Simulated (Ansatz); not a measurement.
The system is ZnSiP2.

```
CELL_PARAMETERS angstrom
-2.68670 2.68670 5.23003
2.68670 -2.68670 5.23003
2.68670 2.68670 -5.23003
ATOMIC_POSITIONS crystal
Zn 0.75000 0.25000 0.50000
Zn 0.00000 0.00000 0.00000
P 0.14230 0.62500 0.01730
P 0.60770 0.12500 0.98270
P 0.87500 0.85770 0.48270
P 0.37500 0.39230 0.51730
Si 0.25000 0.75000 0.50000
Si 0.50000 0.50000 0.00000
```

The cell is a database's computed one.

Base run:

| Item | Value |
| --- | --- |
| Program | Ansatz 0.2.0 |
| Functional | LDA |
| Potentials or basis | Ansatz PAW |
| Cutoff | 420 eV (not typed: the program's choice for these potentials) |
| k mesh | 5 × 5 × 5 |
| Occupations | fermi-dirac, width 0.05 eV |
| Spin | no spin polarisation |

Its results: band gap on the k mesh 1.19 eV, direct; pressure -2.8 GPa; largest force 0.218 eV/Å.

**Question.** The run is repeated on the same cell with these changes: functional from LDA to PBEsol. What comes out?

**Answer.** Band gap on the k mesh 1.19 eV, direct; pressure -0.7 GPa; largest force 0.160 eV/Å.

PBEsol binds less tightly than LDA, so the same cell stands under more pressure.

Caveats: the PAW data sets come from PBE, with cores solved anew for the run's functional, which leaves a small shift of forces and pressure.
